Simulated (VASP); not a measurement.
C:

```
C
1.0
     0.00000    1.78337    1.78337
     1.78337    0.00000    1.78337
     1.78337    1.78337    0.00000
C
2
Direct
  0.75000 0.75000 0.75000
  0.50000 0.50000 0.50000
```

This isn't the form of C at room conditions, which is graphite.

```yaml
Program: VASP 6.6.1
Task: relaxation of cell and atoms
Functional: HSE03
Potentials_or_basis: VASP PAW PBE potentials, release 64 (C)
Cutoff: 600 eV
k_mesh: 7 × 7 × 7
Occupations: fermi-dirac, width 0.05 eV
Spin: no spin polarisation
```

At the start: pressure -7.6 GPa; volume 5.67 Å³/atom.

Problem. Where does the relaxation end?

Solution. Over 3 steps the energy falls by 2.3 meV/atom and the volume is 5.58 Å³/atom (-1.6 %); space group Fd-3m (No. 227, to 0.05 Å).

The path:
```tsv
step	energy change (eV)	largest force (eV/Å)	pressure (GPa)	volume (Å³)
1	0.0000	0.0000	-7.61	11.34
2	0.0038	0.0000	10.95	10.91
3	-0.0045	0.0000	-0.03	11.16
```

Final structure:
```yaml
crystal:
  lattice:
    - [0.00000, 1.77352, 1.77352]
    - [1.77352, 0.00000, 1.77352]
    - [1.77352, 1.77352, 0.00000]
  atoms:
    - { symbol: C, position: [0.75000, 0.75000, 0.75000] }
    - { symbol: C, position: [0.50000, 0.50000, 0.50000] }
```

Caveat: the k mesh is coarse (spacing up to 0.44 Å⁻¹), so the values aren't converged, least of all with exact exchange; the PAW data sets were made with another functional, which shifts forces and pressure a little.
